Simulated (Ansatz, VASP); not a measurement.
**Two plane-wave programs on AlP**

```
Al P
1.0
     0.00000    2.75340    2.75340
     2.75340    0.00000    2.75340
     2.75340    2.75340    0.00000
Al P
1 1
Direct
  0.00000 0.00000 0.00000
  0.25000 0.25000 0.25000
```

Alike in both runs: task relaxation of cell and atoms; functional PBE; dispersion D3(BJ); k mesh 8 × 8 × 8; occupations gaussian, width 0.02 eV; no spin polarisation.

|  | VASP | Ansatz |
| --- | --- | --- |
| version | VASP 6.6.1 | Ansatz 0.2.0 |
| potentials or method | VASP PAW PBE potentials, release 64 (Al, P) | scalar-relativistic, plane waves, PAW |
| plane-wave cutoff (eV) | 600 | 420 |
| valence electrons in the cell | 8 | 8 |

VASP gave:

```
gap on the k mesh at the Fermi level, each at its own relaxed structure (eV) : 1.57
relaxed volume (Å³/atom)                                                     : 20.24
relaxed cell length with the largest relative difference (Å)                 : 3.854
energy change over the relaxation (meV/atom)                                 : -5
```

Question: Estimate Ansatz's values.

Answer: gap on the k mesh at the Fermi level, each at its own relaxed structure (eV): 1.57; relaxed volume (Å³/atom): 20.26; relaxed cell length with the largest relative difference (Å): 3.855; energy change over the relaxation (meV/atom): -5.

A k mesh can miss the band edges. Expect the measured gap to be larger: semilocal functionals such as PBE lack the derivative discontinuity.
